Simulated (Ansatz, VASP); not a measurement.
One calculation of F, two programs

```
F
1.0
     4.22184    0.00000    0.00000
    -2.11092    3.65622    0.00000
     0.00000    0.00000    1.67926
F
3
Direct
  0.00000 0.00000 0.00000
  0.33333 0.66667 0.50000
  0.66667 0.33333 0.50000
```

Alike in both runs: functional PBE; k mesh 9 × 9 × 13; occupations fermi-dirac, width 0.08 eV; no spin polarisation.

Ansatz relaxed the structure, and its values are those at the end. VASP's run is a single point on that final structure, the one shown.

```csv
,VASP,Ansatz
version,VASP 6.6.1,Ansatz 0.2.0
potentials or method,"VASP PAW PBE potentials, release 64 (F)","PAW with Ansatz's default frozen-core files, scalar-relativistic"
plane-wave cutoff (eV),520,420
valence electrons in the cell,21,21
```

VASP gave:

- pressure (GPa): 22.1

Problem. Estimate Ansatz's values.

Solution. Pressure (GPa): 23.0.

The functional is the same, so the differences come from potentials, cutoffs and numerics.

Caveats: so large a pressure means that the cell lies far from this level's equilibrium, or that cutoff or potentials fall short (VASP); an odd number of electrons without spin polarisation forces a metal; a magnetic or distorted state may lie lower.
